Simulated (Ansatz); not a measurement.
**SiO2 under compression and expansion**

```cif
data_structure
_symmetry_space_group_name_H-M 'P4_2/mnm'
_symmetry_Int_Tables_number 136
_cell_length_a 4.1801
_cell_length_b 4.1801
_cell_length_c 2.6678
_cell_angle_alpha 90.000
_cell_angle_beta 90.000
_cell_angle_gamma 90.000
_cell_volume 46.62
loop_
_atom_site_label
_atom_site_type_symbol
_atom_site_symmetry_multiplicity
_atom_site_Wyckoff_symbol
_atom_site_fract_x
_atom_site_fract_y
_atom_site_fract_z
_atom_site_occupancy
Si1 Si 2 a 0.00000 0.00000 0.00000 1
O1 O 4 f 0.30670 0.30670 0.00000 1
```

The runs use the primitive cell with vectors (4.180, 0.000, 0.000), (0.000, 4.180, 0.000), (0.000, 0.000, 2.668) Å, to which the k mesh refers.

The cell is COD entry 9001276, as deposited and not checked against the literature; nothing was relaxed.

Levels of theory: DFT, PBEsol, all-electron LAPW, scalar-relativistic (Ansatz 0.2.0); DFT, PBEsol, PAW with Ansatz's default frozen-core files, scalar-relativistic (Ansatz 0.2.0).

For LAPW: a Γ-centred 6×6×9 k mesh, Fermi–Dirac smearing of 0.03 eV, basis error target 1 meV/atom, no spin polarisation. PAW takes a cutoff of 420 eV at this cell (files made with PBE, cores remade for this functional). The Ansatz runs share mesh, smearing and spin set-up. Plane-wave (PAW) pressures include the program's estimate of the Pulay term.

The cell above is scaled evenly, with fractional coordinates and shape held.

```tsv
V/V(cell)	V (Å³/atom)	P, LAPW (GPa)	P, PAW (GPa)	gap on the k mesh, LAPW (eV)
0.9400	7.303	27.22	27.29	6.72
0.9600	7.458	18.64	18.69	6.33
0.9800	7.614	10.89	10.93	5.95
0.9900	7.691	?	?	?
1.0000	7.769	3.89	3.92	5.59
1.0100	7.847	0.65	0.67	5.41
1.0200	7.925	-2.42	-2.41	5.24
1.0400	8.080	-8.12	-8.12	4.90
1.0600	8.235	-13.27	-13.28	4.58
```

(1) Fill in the row V/V(cell) = 0.9900.

(2) What do Birch–Murnaghan fits to the pressures give?

## Answers

(1) P, LAPW (GPa) = 7.30, P, PAW (GPa) = 7.34, gap on the k mesh, LAPW (eV) = 5.77.

(2) LAPW: V0 = 7.86 Å³/atom, B0 = 316 GPa, B0′ = 4.2; PAW: V0 = 7.86 Å³/atom, B0 = 317 GPa, B0′ = 4.1.
